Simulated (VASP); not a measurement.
AlAs:

```xyz
2
Lattice="0.0000 2.8400 2.8400 2.8400 0.0000 2.8400 2.8400 2.8400 0.0000" Properties=species:S:1:pos:R:3 pbc="T T T"
Al    0.0000    0.0000    0.0000
As    1.4200    1.4200    1.4200
```

The cell was built by a generator and needn't be a form met in nature.

* Program: VASP 6.6.1
* Task: relaxation of cell and atoms
* Functional: LDA
* Potentials or basis: VASP PAW LDA potentials, release 64 (Al, As)
* Cutoff: 600 eV
* k mesh: 10 × 10 × 10
* Occupations: gaussian, width 0.02 eV
* Spin: no spin polarisation

At the start: pressure -1.6 GPa; volume 22.91 Å³/atom.

Q: How do energy, volume and symmetry change on relaxing?

A: Over 3 steps the energy falls by 2.6 meV/atom and the volume is 22.40 Å³/atom (-2.2 %); space group F-43m (No. 216, to 0.05 Å).

The path:
| step | energy change (eV) | largest force (eV/Å) | pressure (GPa) | volume (Å³) |
| --- | --- | --- | --- | --- |
| 1 | 0.0000 | 0.0000 | -1.62 | 45.81 |
| 2 | -0.0039 | 0.0000 | 0.87 | 44.30 |
| 3 | -0.0052 | 0.0000 | 0.00 | 44.80 |

Final structure:
```
Al As
1.0
     0.00000    2.81890    2.81890
     2.81890    0.00000    2.81890
     2.81890    2.81890    0.00000
Al As
1 1
Direct
  0.00000 0.00000 0.00000
  0.25000 0.25000 0.25000
```
